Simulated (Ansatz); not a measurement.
Crystal: MnSb.

```
Sb Mn
1.0
     4.15000    0.00000    0.00000
    -2.07500    3.59401    0.00000
     0.00000    0.00000    5.78000
Sb Mn
2 2
Direct
  0.66667 0.33333 0.75000
  0.33333 0.66667 0.25000
  0.00000 0.00000 0.50000
  0.00000 0.00000 0.00000
```

Base run:

- Program: Ansatz 0.2.0
- Functional: PBE
- Potentials or basis: Ansatz PAW
- Cutoff: 420 eV (not typed: the program's choice for these potentials)
- k mesh: 7 × 7 × 5
- Occupations: fermi-dirac, width 0.05 eV
- Spin: collinear spin, ferromagnetic start
- Starting moments: [0.0, 0.0, 4.0, 4.0] μB

Its results: band gap on the k mesh none (metal or under the smearing width); pressure -3.2 GPa; net moment 6.71 μB per cell; site moments Sb -0.12; Mn +3.44 μB.

The run is repeated on the same cell with these changes: k mesh from 7 × 7 × 5 to 3 × 3 × 2. What comes out?

Band gap on the k mesh none (metal or under the smearing width); pressure -3.6 GPa; net moment 6.45 μB per cell; site moments Sb -0.13; Mn +3.34 μB.

Caveats: some runs use coarse meshes; only a ferromagnetic start was run, and an antiferromagnetic order may lie lower in energy; spin-orbit coupling is left out, which moves the levels of the heavy elements (some runs).
